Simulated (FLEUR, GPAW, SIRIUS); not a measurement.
# Au: programs and potentials compared

```
Au
1.0
     0.00000    2.03500    2.03500
     2.03500    0.00000    2.03500
     2.03500    2.03500    0.00000
Au
1
Cartesian
  0.0000 0.0000 0.0000
```

Alike in all runs: task equation of state; functional AM05; k mesh 11 × 11 × 11; occupations fermi-dirac, width 0.05 eV; no spin polarisation; no spin-orbit coupling.

```json
{"program and potentials": "SIRIUS, all-electron FP-LAPW, apw+lo standard", "plane-wave cutoff (eV)": "-", "notes": "-", "equilibrium volume (Å³/atom)": "16.93", "bulk modulus (GPa)": "175.3"}
{"program and potentials": "FLEUR, all-electron, FLAPW", "plane-wave cutoff (eV)": "-", "notes": "-", "equilibrium volume (Å³/atom)": "16.94", "bulk modulus (GPa)": "173.6"}
{"program and potentials": "GPAW, PAW data sets generated for this functional", "plane-wave cutoff (eV)": "600", "notes": "-", "equilibrium volume (Å³/atom)": "17.21", "bulk modulus (GPa)": "170.9"}
```

The equilibrium volume spans 16.93 (SIRIUS, all-electron FP-LAPW, apw+lo standard) to 17.21 Å³/atom (GPAW, PAW data sets generated for this functional), with all-electron results at 16.93 to 16.94. The bulk modulus spans 170.9 (GPAW, PAW data sets generated for this functional) to 175.3 GPa (SIRIUS, all-electron FP-LAPW, apw+lo standard), with all-electron results at 173.6 to 175.3. For a metal such a mesh isn't converged, which the comparison doesn't need.

The functional is the same throughout but for its coding, so the spread measures potentials, basis and numerics; runs on potential files found faulty are left out.

The two all-electron codes agree almost exactly on the equilibrium volume of gold, while the PAW calculation gives a slightly larger and softer crystal. The direction is physically consistent: gold's stiffness comes from sp-d bonding working against the repulsion of nearly full, spatially extended 5d shells, and both weaken quickly as the atoms move apart, so a larger equilibrium volume normally brings a lower bulk modulus. That link doesn't explain the difference between SIRIUS and FLEUR, whose moduli of 175.3 and 173.6 GPa belong to practically equal volumes. The modulus depends on the curvature of the energy curve, which is more sensitive than its minimum to small numerical errors and to the fit.

The PAW offset probably arises in the description of the atomic region, for instance the frozen core, the partial waves or the scalar-relativistic treatment, but the totals can't separate these from basis-set error. With a single PAW entry, the comparison doesn't show that the PAW method as such expands gold.
